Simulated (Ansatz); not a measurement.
# Caesium, omega (AlB2-type) under RPBE: from relaxation to bulk modulus

Aim: take caesium in the omega (AlB2-type) structure, relax it, solve it on a dense k-mesh, then scale the cell to 7 volumes from 88 to 112 % of the relaxed one and try a fit of the equation of state. Spin polarisation is left out. The k-meshes are 5×5×6 for the relaxation; 6×6×8 for the dense run; 5×5×7 for the volumes.

Program: Ansatz 0.2.0. Level of theory: DFT RPBE, plane waves (420 eV) with PAW, scalar-relativistic; PBE-made PAW files. These are calculated values, not measurements.

### Step 1. The starting structure

Symmetry: P6/mmm, No. 191, hexagonal system. Conventional cell: a = 8.546 Å, b = 8.546 Å, c = 5.239 Å, α = 90.00°, β = 90.00°, γ = 120.00°.

Structure file:

```cif
data_structure
_symmetry_space_group_name_H-M 'P 1'
_symmetry_Int_Tables_number 1
_cell_length_a 8.5460
_cell_length_b 8.5460
_cell_length_c 5.2387
_cell_angle_alpha 90.000
_cell_angle_beta 90.000
_cell_angle_gamma 120.000
_cell_volume 331.34
loop_
_atom_site_label
_atom_site_type_symbol
_atom_site_fract_x
_atom_site_fract_y
_atom_site_fract_z
_atom_site_occupancy
Cs1 Cs 0.00000 0.00000 0.00000 1
Cs2 Cs 0.33333 0.66667 0.50000 1
Cs3 Cs 0.66667 0.33333 0.50000 1
```

### Step 2. Geometry optimisation

The input, input.yaml:

```yaml
crystal:
  lattice:
    - [8.5460026433, 0.0, 0.0]
    - [-4.2730013217, 7.4010553899, 0.0]
    - [0.0, 0.0, 5.2386996204]
  atoms:
    - { symbol: Cs, position: [0.0, 0.0, 0.0] }
    - { symbol: Cs, position: [0.3333333333, 0.6666666667, 0.5] }
    - { symbol: Cs, position: [0.6666666667, 0.3333333333, 0.5] }
hamiltonian:
  xc: rpbe
  pseudopotentials:
    kind: paw
    azcp:
      Cs: "pseudopotentials/Cs.paw.azcp"
basis:
  ecutwfc: 420
  fft_grid_basis: typed
kpoints:
  mp_grid: { grid: [5, 5, 6], shift: [0, 0, 0] }
magnetization:
  spin_polarized: false
scf:
  occupations: { method: fermi_dirac, width: 0.1 }
relax:
  max_steps: 60
  f_tol: 0.01
  cell: {}
```

Further steps of the session: Dense single point; At 88 % of the relaxed volume; At 92 % of the relaxed volume; At 96 % of the relaxed volume; At 100 % of the relaxed volume; At 104 % of the relaxed volume; At 108 % of the relaxed volume; At 112 % of the relaxed volume.

**Question.** What will these runs give? Wanted: space group; conventional cell; volume; shortest distance; gap on the mesh; relative to bcc; V₀, B₀, B₀′.

The runs gave:

```
                      quantity                                   value
space group (spins left aside)                        P6/mmm (No. 191)
             conventional cell  a = 9.127 Å, c = 5.486 Å (c/a = 0.601)
                        volume                         131.907 Å³/atom
             shortest distance                                 5.269 Å
               gap on the mesh            none (levels filled in part)
               relative to bcc                             +8 meV/atom
                   V₀, B₀, B₀′           132.439 Å³/atom, 1.6 GPa, 3.6
```

**Reading.** The relaxation enlarged the cell by 19.4 % in volume. It lies 8 meV/atom above the element's reference form at the same level (bcc, from a run of its own). Levels at the Fermi energy are filled in part, as in a metal. B₀ comes out at 1.6 GPa, a soft solid; letting shape and positions relax at each volume could only lower it. The symmetry was held, so the structure may be unstable against distortions that break it.
